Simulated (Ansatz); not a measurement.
# A series in volume scale on Au

Results calculated with Ansatz 0.2.0, not measured. Plane-wave DFT, scalar-relativistic PAW made under PBE with cores redone for the functional, no dispersion; the given relaxed cell is scaled uniformly, energy at zero smearing counts from the unscaled cell, pressure at the given Fermi-Dirac smearing is positive in compression.

The cell before it is scaled or strained (space group Im-3m, No. 229):
```
Au
1.0
     -1.6678     1.6678     1.6678
      1.6678    -1.6678     1.6678
      1.6678     1.6678    -1.6678
Au
1
Direct
  0.00000 0.00000 0.00000
```

Settings of every row: spin polarised no; functional RPBE; wave cutoff 420 eV; smearing width 0.1 eV; k mesh 15x15x15.

Atom starting moment: 0 on all atoms.

Limits: no spin-orbit coupling, which can matter with elements this heavy; the cell comes from a prototype or a list of computed structures and needn't be the stable phase.

| row | volume scale | V (Å³/atom) | pressure (GPa) | energy change per atom (meV) |
| --- | --- | --- | --- | --- |
| 1 | 0.88 | 16.33 | 22.65 | 138.17 |
| 2 | 0.92 | 17.072 | 13.05 | 56.42 |
| 3 | 0.96 | 17.814 | ? | ? |
| 4 | 1.04 | 19.299 | -3.87 | 8.61 |
| 5 | 1.08 | 20.041 | -6.99 | 33.98 |
| 6 | 1.12 | 20.783 | -9.3 | 71.92 |

Question: what pressure should row 3 give?

Worked fit of pressure. Take u = (V_r/V)^(2/3) − 1 with V_r = 19.299 Å³ an atom, which is twice the finite (Eulerian) strain; such expansions in the strain, on which the Birch-Murnaghan equation of state is built, carry the rest volume and the bulk modulus. The shown rows have u = 0.1178, 0.08518, 0, -0.02484, -0.04819. Least squares give pressure = −3.971 + 142.281 × u + 702.24 × u² GPa; a straight line predicts inner rows, each left out in turn, worse (root mean square 2 against 0.27 GPa). The rows lie off it by 0.12, -0.19, 0.10, 0.08, -0.10 (root mean square 0.12 GPa). The withheld row has u = 0.05483, so the fit gives −3.971 + 142.281 × (0.05483) + 702.24 × (0.05483)² = 5.94 GPa.

The calculation gave 5.78 GPa. The fit lies 0.16 GPa (2.8 % of the value, 0.5 % of the column's range) above it; its largest miss of a shown row is 0.19 GPa.

The other values of row 3: energy change per atom 13.53 meV.
